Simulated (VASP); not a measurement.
# ZnSe (F-43m) in VASP: notebook

Runs on ZnSe. Level: PBE. Tasks: band structure, Born charges and dielectric tensor.

Program: VASP 6.6.1. These are calculated values, not measurements. Logs are shortened: lines on timing, memory, paths and dates and some standing lists are left out, and cuts for length are marked.

**Measured values to compare with.**

From “Alloy Disordering Effects on the Thermal Conductivity and Energy Gap Temperature Dependence of Cd1−xZnxSe Ternary Crystals Grown by the Bridgman Method”, 2023, pmc:10253836, for a bulk crystal of ZnSe at 300 K: band gap 2.695 ± 0.003 eV (an exciton energy, a little under the gap).

A printed reference work, textbook reports, for a bulk crystal of ZnSe: high-frequency dielectric constant 5.9.

How close the calculation comes is told below.

## Step 1: The structure

It takes space group F-43m (No. 216, cubic). The conventional cell has a = 5.733 Å, b = 5.733 Å, c = 5.733 Å, α = 90.00°, β = 90.00°, γ = 90.00°. Zn (site symmetry -43m) has 4 Se at 2.48 Å as nearest neighbours. Around Se (site symmetry -43m) lie 4 Zn at 2.48 Å.

## Step 2: Band structure, PBE

File POSCAR:

```
ZnSe                                    
1.0
   -0.0000000000      2.8664952140      2.8664952140
    2.8664952140      0.0000000000      2.8664952140
    2.8664952140      2.8664952140      0.0000000000
  Zn              Se            
     1     1
Direct
     1.0000000000000000    1.0000000000000000    0.0000000000000000
     0.2500000000000000    0.2500000000000000    0.2500000000000000
```

File INCAR.step1:

```
SYSTEM = ZnSe
PREC = Accurate ; ENCUT = 350
EDIFF = 1E-7 ; ISMEAR = 0
SIGMA = 0.02 ; LREAL = .False.
LASPH = .True. ; NELM = 80
ALGO = Normal ; ISIF = 2
LWAVE = .False. ; LCHARG = .True.
GGA = PE ; NBANDS = 16
```

File KPOINTS.step1:

```
Automatic mesh
0
Gamma
  10 10 10
  0 0 0
```

File INCAR.step2:

```
SYSTEM = ZnSe
PREC = Accurate ; ENCUT = 350
EDIFF = 1E-7 ; ISMEAR = 0
SIGMA = 0.05 ; LREAL = .False.
LASPH = .True. ; NELM = 80
ALGO = Normal ; ISIF = 2
LWAVE = .False. ; LCHARG = .False.
GGA = PE ; NBANDS = 16
ICHARG = 11
```

File KPOINTS.step2:

```
path GXWKGLUWLK,UX
20
line-mode
reciprocal
 0.0000000000  0.0000000000  0.0000000000  G
 0.5000000000  0.0000000000  0.5000000000  X

 0.5000000000  0.0000000000  0.5000000000  X
 0.5000000000  0.2500000000  0.7500000000  W

 0.5000000000  0.2500000000  0.7500000000  W
 0.3750000000  0.3750000000  0.7500000000  K

 0.3750000000  0.3750000000  0.7500000000  K
 0.0000000000  0.0000000000  0.0000000000  G

 0.0000000000  0.0000000000  0.0000000000  G
 0.5000000000  0.5000000000  0.5000000000  L

 0.5000000000  0.5000000000  0.5000000000  L
 0.6250000000  0.2500000000  0.6250000000  U

 0.6250000000  0.2500000000  0.6250000000  U
 0.5000000000  0.2500000000  0.7500000000  W

 0.5000000000  0.2500000000  0.7500000000  W
 0.5000000000  0.5000000000  0.5000000000  L

 0.5000000000  0.5000000000  0.5000000000  L
 0.3750000000  0.3750000000  0.7500000000  K

 0.6250000000  0.2500000000  0.6250000000  U
 0.5000000000  0.0000000000  0.5000000000  X
```

Potentials or basis: VASP PAW PBE potentials, release 64 (Zn, Se).

Launch:

```sh
cat potpaw_PBE.64/Zn/POTCAR potpaw_PBE.64/Se/POTCAR > POTCAR
cp INCAR.step1 INCAR
cp KPOINTS.step1 KPOINTS
mpirun -np 1 vasp_std > vasp.out
cp INCAR.step2 INCAR
cp KPOINTS.step2 KPOINTS
mpirun -np 1 vasp_std > vasp.out
```

OUTCAR:

```text
SYSTEM = ZnSe
   PREC = Accurate
   ENCUT = 350
   EDIFF = 1E-7
   ISMEAR = 0
   LREAL = .False.
   LASPH = .True.
   NELM = 80
   ISIF = 2
   GGA = PE
   ICHARG = 11

 ion  position               nearest neighbor table
   1  0.000  0.000  0.000-   2 2.48   2 2.48   2 2.48   2 2.48
   2  0.250  0.250  0.250-   1 2.48   1 2.48   1 2.48   1 2.48

  LATTYP: Found a face centered cubic cell.
 ALAT       =     5.7329904280

  Lattice vectors:

 A1 = (   0.0000000000,   2.8664952140,   2.8664952140)
 A2 = (   2.8664952140,   0.0000000000,   2.8664952140)
 A3 = (   2.8664952140,   2.8664952140,   0.0000000000)

Analysis of symmetry for initial positions (statically):
=====================================================================
 Subroutine PRICEL returns:
 Original cell was already a primitive cell.

 Routine SETGRP: Setting up the symmetry group for a
 face centered cubic supercell.

 Subroutine GETGRP returns: Found 24 space group operations
 (whereof 24 operations were pure point group operations)
 out of a pool of 48 trial point group operations.

The static configuration has the point symmetry T_d .

Analysis of symmetry for dynamics (positions and initial velocities):
=====================================================================
 Subroutine PRICEL returns:
 Original cell was already a primitive cell.

 Routine SETGRP: Setting up the symmetry group for a
 face centered cubic supercell.

 Subroutine GETGRP returns: Found 24 space group operations
 (whereof 24 operations were pure point group operations)
 out of a pool of 48 trial point group operations.

The dynamic configuration has the point symmetry T_d .

 Subroutine INISYM returns: Found 24 space group operations
 (whereof 24 operations are pure point group operations),
 and found     1 'primitive' translations

----------------------------------------------------------------------------------------

                                     Primitive cell

  volume of cell :      47.1068

  direct lattice vectors                    reciprocal lattice vectors
     0.000000000  2.866495214  2.866495214    -0.174429037  0.174429037  0.174429037
     2.866495214  0.000000000  2.866495214     0.174429037 -0.174429037  0.174429037
     2.866495214  2.866495214  0.000000000     0.174429037  0.174429037 -0.174429037

  length of vectors
     4.053836408  4.053836408  4.053836408     0.302119955  0.302119955  0.302119955

[... 73 lines left out ...]
   NELM   =     80;   NELMIN=  2; NELMDL=  0     # of ELM steps
   EDIFF  = 0.1E-06   stopping-criterion for ELM
   LREAL  =      F    real-space projection
   EDIFFG = 0.1E-05   stopping-criterion for IOM
   NSW    =      0    number of steps for IOM
   IBRION =     -1    ionic relax: 0-MD 1-quasi-New 2-CG
   NFREE  =      0    steps in history (QN), initial steepest desc. (CG)
   ISIF   =      2    stress and relaxation
   ISYM   =      2    0-nonsym 1-usesym 2-fastsym
   POTIM  = 0.5000    time-step for ionic-motion
   TEBEG  =    0.0;   TEEND  =   0.0 temperature during run
   PSTRESS=    0.0 pullay stress
   NELECT =      18.0000    total number of electrons
   NUPDOWN=      -1.0000    fix difference up-down
   EMIN   =  10.00;   EMAX   =-10.00  energy-range for DOS
   EFERMI =   0.00;   METHOD = LEGACY
   ISMEAR =     0;   SIGMA  =   0.05  broadening in eV -4-tet -1-fermi 0-gaus
   EFERMI_NEDOS =   21; number of points for ismear=-14 and -15
   IALGO  =     38    algorithm
   IMIX   =      4    mixing-type and parameters
     AMIX     =   0.40;   BMIX     =  1.00
     AMIX_MAG =   1.60;   BMIX_MAG =  1.00
  volume/ion in A,a.u.               =      23.55       158.95
  Fermi-wavevector in a.u.,A,eV,Ry     =   1.187967  2.244932 19.201440  1.411266
  Thomas-Fermi vector in A             =   2.324107
   LORBIT       =      0    0 simple, 1 ext, 2 COOP (PROOUT), +10 PAW based schemes
   GGA     = PE    functional components
   LHFCALC =     F    Hartree Fock is set to
   AEXX    =    0.0000 exact exchange contribution
   IVDW    =     0    specifies the selected vdW correction
   LEPSILON=     F    determine dielectric tensor
   LRPA    =     F    only Hartree local field effects (RPA)
 non-spin polarized calculation
 Gauss-broadening in eV      SIGMA  =   0.05
  energy-cutoff  :      350.00
  volume of cell :       47.11
 maximum number of plane-waves:       725
 NGX is ok and might be reduce to    28

 number of electron      18.0000009 magnetization

 Free energy of the ion-electron system (eV)
  ---------------------------------------------------
  ext. energy  EPLUGINS =         0.00000000
  ---------------------------------------------------
  free energy    TOTEN  =        -6.27428003 eV

  energy without entropy =       -6.27428003  energy(sigma->0) =       -6.27428003

 E-fermi :   1.5482     XC(G=0):  -9.1662

 val. band max:        1.3253338913   @ k =   0.0000   0.0000   0.0000
 cond. band min:       2.4756093428   @ k =   0.0000   0.0000   0.0000
 fundamental gap:      1.1502754514
 Fermi energy:         1.5482051010

 k-point     1 :       0.0000    0.0000    0.0000
  band No.  band energies     occupation
      1     -11.7213      2.00000
      2      -5.0883      2.00000
      3      -5.0883      2.00000
      4      -5.0883      2.00000
      5      -4.7460      2.00000
      6      -4.7460      2.00000
[... 433 lines left out ...]
      3      -4.8586      2.00000
      4      -4.8536      2.00000
      5      -4.7032      2.00000
      6      -4.5745      2.00000
[... 8 lines left out ...]
     15      15.0539      0.00000
     16      15.5125      0.00000

 [... further k-points ...]

------------------------ aborting loop because EDIFF is reached ----------------------------------------

  FORCE on cell =-STRESS in cart. coord.  units (eV):
  Direction    XX          YY          ZZ          XY          YZ          ZX
  --------------------------------------------------------------------------------------
  -------------------------------------------------------------------------------------
  Total       -0.8803088     -0.8803088     -0.8803088      0.0000000      0.0000000      0.0000000
  in kB      -29.9407022    -29.9407022    -29.9407022      0.0000000      0.0000000      0.0000000
  external PRESSURE =     -29.9407022 kB  Pullay stress =       0.0000000 kB

 VOLUME and BASIS-vectors are now :
 -----------------------------------------------------------------------------
  energy-cutoff  :      350.00
  volume of cell :       47.11
      direct lattice vectors                 reciprocal lattice vectors
     0.000000000  2.866495214  2.866495214    -0.174429037  0.174429037  0.174429037
     2.866495214  0.000000000  2.866495214     0.174429037 -0.174429037  0.174429037
     2.866495214  2.866495214  0.000000000     0.174429037  0.174429037 -0.174429037

 POSITION                                       TOTAL-FORCE (eV/Angst)
 -----------------------------------------------------------------------------------
      0.00000      0.00000      0.00000         0.000000      0.000000      0.000000
      1.43325      1.43325      1.43325        -0.000000     -0.000000     -0.000000
 -----------------------------------------------------------------------------------
    total drift:                               -0.000001     -0.000001     -0.000001

  FREE ENERGIE OF THE ION-ELECTRON SYSTEM (eV)
  ---------------------------------------------------
  free  energy   TOTEN  =        -6.2742800345 eV

  energy  without entropy=       -6.2742800345  energy(sigma->0) =       -6.27428003
```

OUTCAR.step1:

```text
SYSTEM = ZnSe
   PREC = Accurate
   ENCUT = 350
   EDIFF = 1E-7
   ISMEAR = 0
   LREAL = .False.
   LASPH = .True.
[... 679 lines left out ...]
      0.00000      0.00000      0.00000        -0.000000     -0.000000      0.000000
      1.43325      1.43325      1.43325         0.000000      0.000000     -0.000000
 -----------------------------------------------------------------------------------
    total drift:                               -0.000001     -0.000001     -0.000001

  FREE ENERGIE OF THE ION-ELECTRON SYSTEM (eV)
  ---------------------------------------------------
  free  energy   TOTEN  =        -6.0318079811 eV

  energy  without entropy=       -6.0318079811  energy(sigma->0) =       -6.03180798
```

OSZICAR.step1:

```text
N       E                     dE             d eps       ncg     rms          rms(c)
DAV:   1     0.735155600478E+02    0.73516E+02   -0.70850E+03  1520   0.962E+02
DAV:   2    -0.206196441431E+01   -0.75578E+02   -0.71605E+02  1736   0.210E+02
DAV:   3    -0.629156738547E+01   -0.42296E+01   -0.42187E+01  1872   0.525E+01
DAV:   4    -0.632030211549E+01   -0.28735E-01   -0.28733E-01  1832   0.471E+00
DAV:   5    -0.632044016949E+01   -0.13805E-03   -0.13805E-03  1856   0.287E-01    0.450E+00
DAV:   6    -0.605053289650E+01    0.26991E+00   -0.51906E-01  2248   0.225E+01    0.345E+00
DAV:   7    -0.603165828565E+01    0.18875E-01   -0.14484E-01  1688   0.328E+00    0.147E+00
DAV:   8    -0.603146431365E+01    0.19397E-03   -0.41909E-03  1976   0.603E-01    0.433E-01
DAV:   9    -0.603170422235E+01   -0.23991E-03   -0.10552E-03  1800   0.236E-01    0.667E-02
DAV:  10    -0.603180367463E+01   -0.99452E-04   -0.14672E-04  1888   0.870E-02    0.174E-02
DAV:  11    -0.603180672850E+01   -0.30539E-05   -0.27408E-05  1776   0.382E-02    0.495E-03
DAV:  12    -0.603180793238E+01   -0.12039E-05   -0.31476E-06  1920   0.115E-02    0.320E-03
DAV:  13    -0.603180798112E+01   -0.48742E-07   -0.51657E-07  1832   0.557E-03
   1 F= -.60318080E+01 E0= -.60318080E+01  d E =-.126151E-25
```

Run time: 1.9 min. Hardware: 1 thread of Intel Xeon Platinum 8488C (Sapphire Rapids), shared host; peak memory 0.21 GiB.

What came out:

```
Band gap on the k mesh  : 1.15 eV, direct
Band gap along the path : 1.15 eV, direct
```

Levels at the corners of the path, in eV from the valence-band top:
| point | band 6 | band 7 | band 8 | band 9 | band 10 | band 11 | band 12 | band 13 |
| --- | --- | --- | --- | --- | --- | --- | --- | --- |
| Γ | -6.07 | 0.00 | 0.00 | 0.00 | 1.15 | 5.81 | 5.81 | 5.81 |
| X | -5.91 | -4.60 | -2.07 | -2.07 | 3.06 | 3.45 | 10.49 | 11.01 |
| X | -5.91 | -4.60 | -2.07 | -2.07 | 3.06 | 3.45 | 10.49 | 11.01 |
| W | -5.80 | -4.52 | -2.63 | -2.51 | 5.39 | 5.48 | 6.89 | 7.71 |
| W | -5.80 | -4.52 | -2.63 | -2.51 | 5.39 | 5.48 | 6.89 | 7.71 |
| K | -5.83 | -4.55 | -2.92 | -1.69 | 3.60 | 5.52 | 8.94 | 9.15 |
| K | -5.83 | -4.55 | -2.92 | -1.69 | 3.60 | 5.52 | 8.94 | 9.15 |
| Γ | -6.07 | 0.00 | 0.00 | 0.00 | 1.15 | 5.81 | 5.81 | 5.81 |
| Γ | -6.07 | 0.00 | 0.00 | 0.00 | 1.15 | 5.81 | 5.81 | 5.81 |
| L | -5.93 | -5.01 | -0.82 | -0.82 | 2.48 | 6.38 | 6.38 | 8.48 |
| L | -5.93 | -5.01 | -0.82 | -0.82 | 2.48 | 6.38 | 6.38 | 8.48 |
| U | -5.83 | -4.55 | -2.92 | -1.69 | 3.60 | 5.52 | 8.94 | 9.15 |
| U | -5.83 | -4.55 | -2.92 | -1.69 | 3.60 | 5.52 | 8.94 | 9.15 |
| W | -5.80 | -4.52 | -2.63 | -2.51 | 5.39 | 5.48 | 6.89 | 7.71 |
| W | -5.80 | -4.52 | -2.63 | -2.51 | 5.39 | 5.48 | 6.89 | 7.71 |
| L | -5.93 | -5.01 | -0.82 | -0.82 | 2.48 | 6.38 | 6.38 | 8.48 |
| L | -5.93 | -5.01 | -0.82 | -0.82 | 2.48 | 6.38 | 6.38 | 8.48 |
| K | -5.83 | -4.55 | -2.92 | -1.69 | 3.60 | 5.52 | 8.94 | 9.15 |
| U | -5.83 | -4.55 | -2.92 | -1.69 | 3.60 | 5.52 | 8.94 | 9.15 |
| X | -5.91 | -4.60 | -2.07 | -2.07 | 3.06 | 3.45 | 10.49 | 11.01 |

Caveat: the log is that of the step along the path at fixed density, whose energy, stress, charges and moments have no meaning.

(Part 1 of 2 ends here.)
